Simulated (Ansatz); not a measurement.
Crystal: TePb.

```
Pb Te
1.0
     0.00000    3.23100    3.23100
     3.23100    0.00000    3.23100
     3.23100    3.23100    0.00000
Pb Te
1 1
Direct
  0.00000 0.00000 0.00000
  0.50000 0.50000 0.50000
```

- Program: Ansatz 0.2.0
- Task: relaxation of cell and atoms
- Functional: PBEsol
- Dispersion: D3(BJ)
- Potentials or basis: Ansatz PAW
- Cutoff: 420 eV (not typed: the program's choice for these potentials)
- k mesh: 7 × 7 × 7
- Occupations: fermi-dirac, width 0.05 eV
- Spin: no spin polarisation

At the start: volume 33.73 Å³/atom.

Q: Where does the relaxation end?

A: It ends after 5 steps and the volume is 31.99 Å³/atom (-5.2 %); space group Fm-3m (No. 225, to 0.05 Å).

Step by step:
| step | energy change (eV) | largest force (eV/Å) | volume (Å³) |
| --- | --- | --- | --- |
| 1 | 0.0000 | 0.0000 | 67.46 |
| 2 | -0.0242 | 0.0000 | 62.86 |
| 3 | -0.0271 | 0.0000 | 64.09 |
| 4 | -0.0272 | 0.0000 | 63.98 |
| 5 | -0.0267 | 0.0000 | 63.98 |

Final structure:
```cif
data_structure
_symmetry_space_group_name_H-M 'P 1'
_symmetry_Int_Tables_number 1
_cell_length_a 4.4895
_cell_length_b 4.4895
_cell_length_c 4.4895
_cell_angle_alpha 60.000
_cell_angle_beta 60.000
_cell_angle_gamma 60.000
_cell_volume 63.98
loop_
_atom_site_label
_atom_site_type_symbol
_atom_site_fract_x
_atom_site_fract_y
_atom_site_fract_z
_atom_site_occupancy
Pb1 Pb 0.00000 0.00000 0.00000 1
Te1 Te 0.50000 0.50000 0.50000 1
```

Caveat: the plane-wave basis is chosen anew once the cell has moved, so the energies of steps on either side of that aren't comparable; the PAW data sets come from PBE, with cores solved anew for the run's functional, which leaves a small shift of forces and pressure.
